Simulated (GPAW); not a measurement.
The system is Co.

```
Co
1.0
     2.47200    0.00000    0.00000
    -1.23600    2.14081    0.00000
     0.00000    0.00000    4.02114
Co
2
Direct
  0.66667 0.33333 0.75000
  0.33333 0.66667 0.25000
```

Base run:

| Item | Value |
| --- | --- |
| Program | GPAW 26.7.0 |
| Functional | PBEsol |
| Potentials or basis | PAW data sets generated in the run's folder for this functional |
| Cutoff | 600 eV |
| Basis | pw |
| k mesh | 10 × 10 × 6 |
| Occupations | fermi-dirac, width 0.05 eV |
| Spin | collinear spin, ferromagnetic start |
| Starting moments | [2.0, 2.0] μB |

Its results: pressure -4.5 GPa; net moment 3.29 μB per cell; site moments Co +1.70 μB.

Task: The run is repeated on the same cell with these changes: hubbard terms from none to Co d U = 1 eV. What comes out?

Result: Pressure -3.6 GPa; net moment 3.38 μB per cell; site moments Co +1.79 μB.

Caveats: the U is typed as a test and isn't derived for this compound (some runs).
